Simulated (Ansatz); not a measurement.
## Levels at Γ against strain in InSe

```
CELL_PARAMETERS angstrom
2.00000 1.15470 8.31667
-2.00000 1.15470 8.31667
0.00000 -2.30940 8.31667
ATOMIC_POSITIONS crystal
In 0.00000 0.00000 0.00000
In 0.11220 0.11220 0.11220
Se 0.61550 0.61550 0.61550
Se 0.83000 0.83000 0.83000
```

Atoms are numbered in the order listed.

The cell is COD entry 1534648, which may be a prediction rather than a measurement; nothing was relaxed.

Spin–orbit coupling is left out, though it moves levels of the heavy atoms by tenths of an eV or more.

These are results of DFT, PBE, all-electron LAPW, scalar-relativistic in Ansatz 0.2.0, not measurements.

Settings: a Γ-centred 7×7×7 k mesh, Fermi–Dirac smearing of 0.01 eV, basis error target 1 meV/atom, no spin polarisation.

The cell is scaled evenly. Fractional coordinates are held (clamped ions).

The valence-band top of this crystal doesn't lie at Γ but 1.23 eV above the top filled level there.

Only quantities that a quadratic follows smoothly over the whole series are listed; rougher ones are left out.

```
ln(V/Vcell)  direct gap at Γ (eV)  smallest gap on mesh and path (eV)
    -0.0619                 3.219                               0.573
    -0.0408                 3.142                               0.511
    -0.0202                 3.066                               0.452
     0.0000                 2.991                               0.398
     0.0100                 2.954                               0.372
     0.0198                 2.917                               0.347
     0.0392                 2.845                               0.299
     0.0583                 2.774                               0.255
```

(1) Fit the series and give the slopes at zero strain.

(2) One run, at ln(V/Vcell) = -0.0101, is withheld. Predict its row.

Answers

(1) Least-squares fits y = p0 + p1 x + p2 x² to the rows give direct gap at Γ (eV): p1 = -3.71, p2 = -0.32; smallest gap on mesh and path (eV): p1 = -2.64, p2 = 3.1. So dEg/dln V = -3.7 eV for the direct gap at Γ, which isn't the fundamental gap here: that one has dEg/dln V = -2.6 eV. Semilocal gaps are too small, but their slopes carry over better.

(2) The fits give 3.028, 0.425; the run gave 3.028, 0.425.
